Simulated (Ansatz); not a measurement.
A run of Ansatz 0.2.0 is set up as follows.

File input.yaml:

```yaml
crystal:
  lattice:
    - [-1.602103413, 1.602103413, 2.08339225]
    - [1.602103413, -1.602103413, 2.08339225]
    - [1.602103413, 1.602103413, -2.08339225]
  atoms:
    - { symbol: Fe, position: [0.0, 0.0, 0.0], spin: -2.68 }
    - { symbol: O, position: [0.5, 0.5, 0.0] }
hamiltonian:
  xc: pbe
  pseudopotentials: { kind: paw }
magnetization:
  spin_polarized: true
kpoints:
  mp_grid: { grid: [12, 12, 12] }
scf:
  occupations: { method: fermi_dirac, width: 0.05 }
output:
  forces: true
  stress: true
  eigenvalues: true
```

Potentials or basis: Ansatz PAW.

Run with:

```sh
$ ansatz run input.yaml --threads 2 --pin off --max-ram 5632MiB --backend cpu --events-out ev --progress --plain --runs-dir out
```

Question: What does it give for the band gap on the k mesh?

Answer: None (metal or under the smearing width).

Question: What does it give for the site moments?

Answer: Fe -3.40; O -0.31 μB.

Question: Estimate the pressure.

Answer: -8.7 GPa.

Question: Estimate the absolute moment.

Answer: 4.01 μB per cell.

Stress tensor (GPa, compression positive):
```
-10.25   0.00   0.00
  0.00 -10.25   0.00
  0.00   0.00  -5.60
```

Caveat: the pressure holds a Pulay correction of +0.6 GPa for the finite cutoff; a cell with one magnetic atom can't hold antiferromagnetic order, which such compounds often take; semilocal functionals often make such compounds metallic where correlation or magnetic order opens a gap, which also shifts bond lengths. With open d or f shells a metallic result of PBE can be an artefact of self-interaction; +U or a hybrid may open a gap.
